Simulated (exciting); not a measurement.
# HfC (Fm-3m) in exciting: notebook

One crystal, HfC, is run at these levels: LDA, PBEsol; tasks: band structure, density of states, equation of state.

Everything below comes from runs of exciting (release sodium). Logs are shortened: lines on timing, memory, paths and dates and some standing lists are left out, and cuts for length are marked.

### Step 1. Starting point

The structure is cubic, space group Fm-3m (No. 225). Conventional cell: a = 4.650 Å, b = 4.650 Å, c = 4.650 Å, α = 90.00°, β = 90.00°, γ = 90.00°. Hf (site symmetry m-3m) has 6 C at 2.33 Å as nearest neighbours. C (site symmetry m-3m) is surrounded by 6 Hf at 2.33 Å.

### Step 2. Band structure, LDA

File input.xml:

```xml
<input>
  <title>HfC</title>
  <structure speciespath="./" tshift="false">
    <crystal scale="1">
      <basevect>0.000000000000 4.393613239755 4.393613239755</basevect>
      <basevect>4.393613239755 0.000000000000 4.393613239755</basevect>
      <basevect>4.393613239755 4.393613239755 0.000000000000</basevect>
    </crystal>
    <species speciesfile="Hf.xml" rmt="2.3">
      <atom coord="0.500000000000 0.500000000000 0.500000000000"/>
    </species>
    <species speciesfile="C.xml" rmt="1.45">
      <atom coord="0.000000000000 0.000000000000 0.000000000000"/>
    </species>
  </structure>
  <groundstate do="fromscratch" ngridk="10 10 10" rgkmax="7.5" gmaxvr="14" lmaxapw="10" lmaxmat="10" lmaxvr="8" xctype="LDA_PW" stype="Fermi Dirac" swidth="0.00183747" nempty="14" ValenceRelativity="iora*" epsengy="1e-05" epspot="1e-05" maxscl="60" outputlevel="low"/>
  <properties>
    <bandstructure>
      <plot1d>
        <path steps="80">
          <point coord="0 0 0" label="G"/>
          <point coord="0.5 0 0.5" label="X"/>
          <point coord="0.5 0.25 0.75" label="W"/>
          <point coord="0.375 0.375 0.75" label="K"/>
          <point coord="0 0 0" label="G"/>
          <point coord="0.5 0.5 0.5" label="L"/>
          <point coord="0.625 0.25 0.625" label="U"/>
          <point coord="0.5 0.25 0.75" label="W"/>
          <point coord="0.5 0.5 0.5" label="L"/>
          <point coord="0.375 0.375 0.75" label="K" breakafter="true"/>
          <point coord="0.625 0.25 0.625" label="U"/>
          <point coord="0.5 0 0.5" label="X"/>
        </path>
      </plot1d>
    </bandstructure>
    <dos nwdos="300" winddos="-0.6 0.5" inttype="tetra" ngrdos="100" nsmdos="2"/>
    <chargedensityplot>
      <plot3d>
        <box grid="17 17 17">
          <origin coord="0 0 0"/>
          <point coord="1 0 0"/>
          <point coord="0 1 0"/>
          <point coord="0 0 1"/>
        </box>
      </plot3d>
    </chargedensityplot>
    <elfplot>
      <plot3d>
        <box grid="17 17 17">
          <origin coord="0 0 0"/>
          <point coord="1 0 0"/>
          <point coord="0 1 0"/>
          <point coord="0 0 1"/>
        </box>
      </plot3d>
    </elfplot>
    <exccplot>
      <plot3d>
        <box grid="17 17 17">
          <origin coord="0 0 0"/>
          <point coord="1 0 0"/>
          <point coord="0 1 0"/>
          <point coord="0 0 1"/>
        </box>
      </plot3d>
    </exccplot>
  </properties>
</input>
```

Potentials or basis: all-electron LAPW+lo, shipped species files, valence relativity iora*.

Started as:

```bash
$ OMP_NUM_THREADS=1 exciting_smp
```

INFO.OUT:

```text
================================================================================
EXCITING SODIUM started
[... 10 lines left out ...]

 Lattice vectors (cartesian) :
      0.0000000000      4.3936132398      4.3936132398
      4.3936132398      0.0000000000      4.3936132398
      4.3936132398      4.3936132398      0.0000000000

 Reciprocal lattice vectors (cartesian) :
     -0.7150362315      0.7150362315      0.7150362315
      0.7150362315     -0.7150362315      0.7150362315
      0.7150362315      0.7150362315     -0.7150362315

 Unit cell volume                           :     169.6271902835
 Brillouin zone volume                      :       1.4623257806

 Species :    1 (Hf)
     parameters loaded from                 :    Hf.xml
     name                                   :    hafnium

     atomic positions (lattice) :
       1 :   0.50000000  0.50000000  0.50000000

 Species :    2 (C)
     parameters loaded from                 :    C.xml
     name                                   :    carbon

     atomic positions (lattice) :
       1 :   0.00000000  0.00000000  0.00000000

 Total number of atoms per unit cell        :       2

 Spin treatment                             :    spin-unpolarised

 Number of Bravais lattice symmetries       :      48
 Number of crystal symmetries               :      48

 k-point grid                               :      10   10   10
 Total number of k-points                   :      47
 k-point set is reduced with crystal symmetries

 R^MT_min * |G+k|_max (rgkmax)              :       7.50000000

 G-vector grid sizes                        :      30    30    30
 Total number of G-vectors                  :    7799

 Total nuclear charge                       :     -78.00000000
 Total electronic charge                    :      78.00000000

 Number of empty states                     :      14
 Total number of valence states             :      30

 Exchange-correlation type                  :       3
     Perdew-Wang, Phys. Rev. B 45, 13244 (1992)

 Smearing scheme                            :    Fermi-Dirac
[... 7 lines left out ...]
* Groundstate module started                                                   *
********************************************************************************
 Output level for this task is set to low

++++++++++++++++++++++++++++++++++++++++++++++++++++++++++++++++++++++++++++++++
[... 5 lines left out ...]
+ SCF iteration number :    1                                                  +
++++++++++++++++++++++++++++++++++++++++++++++++++++++++++++++++++++++++++++++++
 Total energy                               :    -15105.96445441
 _______________________________________________________________
 Fermi energy                               :         0.36871998
 DOS at Fermi energy (states/Ha/cell)       :         3.88003561
 Electron charge: Core leakage              :         0.00009786

++++++++++++++++++++++++++++++++++++++++++++++++++++++++++++++++++++++++++++++++
+ SCF iteration number :    2                                                  +
++++++++++++++++++++++++++++++++++++++++++++++++++++++++++++++++++++++++++++++++
 Total energy                               :    -15127.29158922
 _______________________________________________________________
 Fermi energy                               :         0.41430847
 DOS at Fermi energy (states/Ha/cell)       :         7.19914177
 Electron charge: Core leakage              :         0.00009999

 RMS change in effective potential (target) :  0.872150E-01  ( 0.100000E-04)
 Absolute change in total energy   (target) :   21.3271      ( 0.100000E-04)
 Charge distance                   (target) :  0.176451E-01  ( 0.100000E-04)

++++++++++++++++++++++++++++++++++++++++++++++++++++++++++++++++++++++++++++++++
+ SCF iteration number :    3                                                  +
++++++++++++++++++++++++++++++++++++++++++++++++++++++++++++++++++++++++++++++++
 Total energy                               :    -15128.30805862
 _______________________________________________________________
 Fermi energy                               :         0.42386411
 DOS at Fermi energy (states/Ha/cell)       :         8.75513565
 Electron charge: Core leakage              :         0.00009991

 RMS change in effective potential (target) :  0.596569E-01  ( 0.100000E-04)
 Absolute change in total energy   (target) :   1.01647      ( 0.100000E-04)
 Charge distance                   (target) :  0.340294E-02  ( 0.100000E-04)

++++++++++++++++++++++++++++++++++++++++++++++++++++++++++++++++++++++++++++++++
+ SCF iteration number :    4                                                  +
++++++++++++++++++++++++++++++++++++++++++++++++++++++++++++++++++++++++++++++++
 Total energy                               :    -15133.04598259
 _______________________________________________________________
 Fermi energy                               :         0.42740187
 DOS at Fermi energy (states/Ha/cell)       :         5.14572882
 Electron charge: Core leakage              :         0.00009667

 RMS change in effective potential (target) :  0.541638E-01  ( 0.100000E-04)
 Absolute change in total energy   (target) :   4.73792      ( 0.100000E-04)
 Charge distance                   (target) :  0.725826E-02  ( 0.100000E-04)

++++++++++++++++++++++++++++++++++++++++++++++++++++++++++++++++++++++++++++++++
+ SCF iteration number :    5                                                  +
++++++++++++++++++++++++++++++++++++++++++++++++++++++++++++++++++++++++++++++++
 Total energy                               :    -15125.38577890
 _______________________________________________________________
 Fermi energy                               :         0.43856917
 DOS at Fermi energy (states/Ha/cell)       :         8.79926302
 Electron charge: Core leakage              :         0.00009847

 RMS change in effective potential (target) :  0.616140E-02  ( 0.100000E-04)
 Absolute change in total energy   (target) :   7.66020      ( 0.100000E-04)
 Charge distance                   (target) :  0.745249E-02  ( 0.100000E-04)

++++++++++++++++++++++++++++++++++++++++++++++++++++++++++++++++++++++++++++++++
+ SCF iteration number :    6                                                  +
++++++++++++++++++++++++++++++++++++++++++++++++++++++++++++++++++++++++++++++++
 Total energy                               :    -15126.73863599
 _______________________________________________________________
 Fermi energy                               :         0.43896250
 DOS at Fermi energy (states/Ha/cell)       :         9.02384341
 Electron charge: Core leakage              :         0.00009835

 RMS change in effective potential (target) :  0.210526E-02  ( 0.100000E-04)
 Absolute change in total energy   (target) :   1.35286      ( 0.100000E-04)
 Charge distance                   (target) :  0.833675E-03  ( 0.100000E-04)

++++++++++++++++++++++++++++++++++++++++++++++++++++++++++++++++++++++++++++++++
+ SCF iteration number :    7                                                  +
++++++++++++++++++++++++++++++++++++++++++++++++++++++++++++++++++++++++++++++++
 Total energy                               :    -15126.68015442
 _______________________________________________________________
 Fermi energy                               :         0.43860959
 DOS at Fermi energy (states/Ha/cell)       :         8.89060224
 Electron charge: Core leakage              :         0.00009835

 RMS change in effective potential (target) :  0.132714E-03  ( 0.100000E-04)
 Absolute change in total energy   (target) :  0.584816E-01  ( 0.100000E-04)
 Charge distance                   (target) :  0.344887E-03  ( 0.100000E-04)

++++++++++++++++++++++++++++++++++++++++++++++++++++++++++++++++++++++++++++++++
+ SCF iteration number :    8                                                  +
++++++++++++++++++++++++++++++++++++++++++++++++++++++++++++++++++++++++++++++++
 Total energy                               :    -15126.72233352
 _______________________________________________________________
 Fermi energy                               :         0.43855599
 DOS at Fermi energy (states/Ha/cell)       :         8.88183898
 Electron charge: Core leakage              :         0.00009835

 RMS change in effective potential (target) :  0.774504E-04  ( 0.100000E-04)
 Absolute change in total energy   (target) :  0.421791E-01  ( 0.100000E-04)
 Charge distance                   (target) :  0.288712E-04  ( 0.100000E-04)

++++++++++++++++++++++++++++++++++++++++++++++++++++++++++++++++++++++++++++++++
+ SCF iteration number :    9                                                  +
++++++++++++++++++++++++++++++++++++++++++++++++++++++++++++++++++++++++++++++++
 Total energy                               :    -15126.70247472
 _______________________________________________________________
 Fermi energy                               :         0.43856638
 DOS at Fermi energy (states/Ha/cell)       :         8.88317679
 Electron charge: Core leakage              :         0.00009835

 RMS change in effective potential (target) :  0.843795E-05  ( 0.100000E-04)
 Absolute change in total energy   (target) :  0.198588E-01  ( 0.100000E-04)
 Charge distance                   (target) :  0.751439E-05  ( 0.100000E-04)

++++++++++++++++++++++++++++++++++++++++++++++++++++++++++++++++++++++++++++++++
+ SCF iteration number :   10                                                  +
++++++++++++++++++++++++++++++++++++++++++++++++++++++++++++++++++++++++++++++++
 Total energy                               :    -15126.70459242
 _______________________________________________________________
 Fermi energy                               :         0.43856637
 DOS at Fermi energy (states/Ha/cell)       :         8.88323519
 Electron charge: Core leakage              :         0.00009835

 RMS change in effective potential (target) :  0.976456E-06  ( 0.100000E-04)
 Absolute change in total energy   (target) :  0.211770E-02  ( 0.100000E-04)
 Charge distance                   (target) :  0.467940E-06  ( 0.100000E-04)

++++++++++++++++++++++++++++++++++++++++++++++++++++++++++++++++++++++++++++++++
+ SCF iteration number :   11                                                  +
++++++++++++++++++++++++++++++++++++++++++++++++++++++++++++++++++++++++++++++++
 Total energy                               :    -15126.70440566
 _______________________________________________________________
 Fermi energy                               :         0.43856628
 DOS at Fermi energy (states/Ha/cell)       :         8.88322184
 Electron charge: Core leakage              :         0.00009835

 RMS change in effective potential (target) :  0.501672E-07  ( 0.100000E-04)
 Absolute change in total energy   (target) :  0.186751E-03  ( 0.100000E-04)
 Charge distance                   (target) :  0.575554E-07  ( 0.100000E-04)

++++++++++++++++++++++++++++++++++++++++++++++++++++++++++++++++++++++++++++++++
+ SCF iteration number :   12                                                  +
++++++++++++++++++++++++++++++++++++++++++++++++++++++++++++++++++++++++++++++++
 Total energy                               :    -15126.70438947
 _______________________________________________________________
 Fermi energy                               :         0.43856628
 DOS at Fermi energy (states/Ha/cell)       :         8.88322437
 Electron charge: Core leakage              :         0.00009835

 RMS change in effective potential (target) :  0.184381E-07  ( 0.100000E-04)
 Absolute change in total energy   (target) :  0.161952E-04  ( 0.100000E-04)
 Charge distance                   (target) :  0.670145E-08  ( 0.100000E-04)

++++++++++++++++++++++++++++++++++++++++++++++++++++++++++++++++++++++++++++++++
+ SCF iteration number :   13                                                  +
++++++++++++++++++++++++++++++++++++++++++++++++++++++++++++++++++++++++++++++++
 Total energy                               :    -15126.70439376
 _______________________________________________________________
 Fermi energy                               :         0.43856628
 DOS at Fermi energy (states/Ha/cell)       :         8.88322199
 Electron charge: Core leakage              :         0.00009835

 RMS change in effective potential (target) :  0.119448E-08  ( 0.100000E-04)
 Absolute change in total energy   (target) :  0.428619E-05  ( 0.100000E-04)
 Charge distance                   (target) :  0.169542E-08  ( 0.100000E-04)

++++++++++++++++++++++++++++++++++++++++++++++++++++++++++++++++++++++++++++++++
+ SCF iteration number :   14                                                  +
++++++++++++++++++++++++++++++++++++++++++++++++++++++++++++++++++++++++++++++++
 Total energy                               :    -15126.70439407
 _______________________________________________________________
 Fermi energy                               :         0.43856628
 DOS at Fermi energy (states/Ha/cell)       :         8.88322209
 Electron charge: Core leakage              :         0.00009835

 RMS change in effective potential (target) :  0.229735E-08  ( 0.100000E-04)
 Absolute change in total energy   (target) :  0.316802E-06  ( 0.100000E-04)
 Charge distance                   (target) :  0.182822E-09  ( 0.100000E-04)

++++++++++++++++++++++++++++++++++++++++++++++++++++++++++++++++++++++++++++++++
| Convergency criteria checked for the last 2 iterations                       +
| Convergence targets achieved. Performing final SCF iteration                 +
++++++++++++++++++++++++++++++++++++++++++++++++++++++++++++++++++++++++++++++++
 Total energy                               :    -15126.70439343
 _______________________________________________________________
 Fermi energy                               :         0.43856628
 DOS at Fermi energy (states/Ha/cell)       :         8.88322220
 Electron charge: Core leakage              :         0.00009835

++++++++++++++++++++++++++++++++++++++++++++++++++++++++++++++++++++++++++++++++
[... 12 lines left out ...]
| EXCITING SODIUM stopped                                                      =
================================================================================
```

It took 4.1 min on 1 thread of Arm Neoverse V1, shared host; peak memory 0.13 GiB.

What came out:

```
Free energy            : -411618.5987 eV
Band gap on the k mesh : none (metal or under the smearing width)
```

Levels at the corners of the path, in eV from the Fermi level:
| point | band 11 | band 12 | band 13 | band 14 | band 15 | band 16 | band 17 | band 18 | band 19 | band 20 |
| --- | --- | --- | --- | --- | --- | --- | --- | --- | --- | --- |
| Γ | -11.11 | -11.11 | 1.03 | 1.03 | 1.03 | 1.23 | 1.23 | 1.23 | 3.25 | 3.25 |
| X | -11.13 | -10.31 | -2.59 | -1.89 | -0.08 | -0.08 | 5.17 | 6.55 | 6.55 | 8.23 |
| W | -11.13 | -9.47 | -3.03 | -2.74 | -2.74 | 3.57 | 3.57 | 6.56 | 6.91 | 8.18 |
| K | -11.12 | -9.57 | -3.55 | -2.74 | -1.67 | 1.49 | 5.60 | 6.01 | 8.10 | 8.20 |
| Γ | -11.11 | -11.11 | 1.03 | 1.03 | 1.03 | 1.23 | 1.23 | 1.23 | 3.25 | 3.25 |
| L | -11.11 | -8.27 | -6.20 | -3.06 | -3.06 | 5.13 | 5.13 | 5.61 | 6.61 | 11.24 |
| U | -11.12 | -9.57 | -3.55 | -2.74 | -1.67 | 1.49 | 5.60 | 6.01 | 8.10 | 8.20 |
| W | -11.13 | -9.47 | -3.03 | -2.74 | -2.74 | 3.57 | 3.57 | 6.56 | 6.91 | 8.18 |
| L | -11.11 | -8.27 | -6.20 | -3.06 | -3.06 | 5.13 | 5.13 | 5.61 | 6.61 | 11.24 |
| K | -11.12 | -9.57 | -3.55 | -2.74 | -1.67 | 1.49 | 5.60 | 6.01 | 8.10 | 8.20 |
| U | -11.12 | -9.57 | -3.55 | -2.74 | -1.67 | 1.49 | 5.60 | 6.01 | 8.10 | 8.20 |
| X | -11.13 | -10.31 | -2.59 | -1.89 | -0.08 | -0.08 | 5.17 | 6.55 | 6.55 | 8.23 |

States per cell in windows of 0.5 eV (zero at the Fermi level; states under -8 eV left out):
```tsv
from (eV)	total
-8.0	0.00
-7.5	0.00
-7.0	0.00
-6.5	0.02
-6.0	0.10
-5.5	0.20
-5.0	0.37
-4.5	0.43
-4.0	0.38
-3.5	0.37
-3.0	1.55
-2.5	1.11
-2.0	0.59
-1.5	0.36
-1.0	0.24
-0.5	0.15
0.0	0.15
0.5	0.18
1.0	0.24
1.5	0.28
2.0	0.32
2.5	0.37
3.0	0.45
3.5	0.50
4.0	0.62
4.5	0.73
5.0	1.02
5.5	0.92
6.0	0.85
6.5	0.46
7.0	0.42
7.5	0.45
```

Caveat: the log's total energy holds no entropy term; the free energy is that total less TS from the occupations; the tetrahedron DOS on this energy grid can lose part of the weight of narrow d or f bands; spin-orbit coupling is left out, which moves the levels of the heavy elements.

(Continued in part 2 of 2.)
